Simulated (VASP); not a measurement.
Input of a VASP 6.6.1 run:

File INCAR:

```
PREC = Accurate
ENCUT = 600
EDIFF = 1E-6
ISMEAR = -1
SIGMA = 0.05
LREAL = False
LASPH = True
NELM = 80
ALGO = Normal
ISIF = 3
LWAVE = False
LCHARG = False
GGA = PS
IBRION = 2
NSW = 60
EDIFFG = -0.01
```

Contents of KPOINTS:

```
Automatic mesh
0
Gamma
  11 11 11
```

Contents of POSCAR:

```
Mg
1.0
   -1.8359916300      1.8359916300      1.6794040200
    1.8359916300     -1.8359916300      1.6794040200
    1.8359916300      1.8359916300     -1.6794040200
Mg
1
Direct
    0.0000000000      0.0000000000      0.0000000000
```

Potentials or basis: VASP PAW PBE potentials, release 64 (Mg).

Launch:

```bash
$ cat potpaw_PBE.64/Mg/POTCAR > POTCAR
$ mpirun -np 1 vasp_std > vasp.out
```

(1) Predict the space group after relaxing (to 0.05 Å).

(2) Estimate the relaxed volume.

(3) Estimate the band gap on the k mesh.

## Answers

(1) Im-3m (No. 229).

(2) 22.38 Å³/atom.

(3) none (metal or under the smearing width).

Caveat: the PAW data sets were made with another functional, which shifts forces and pressure a little.
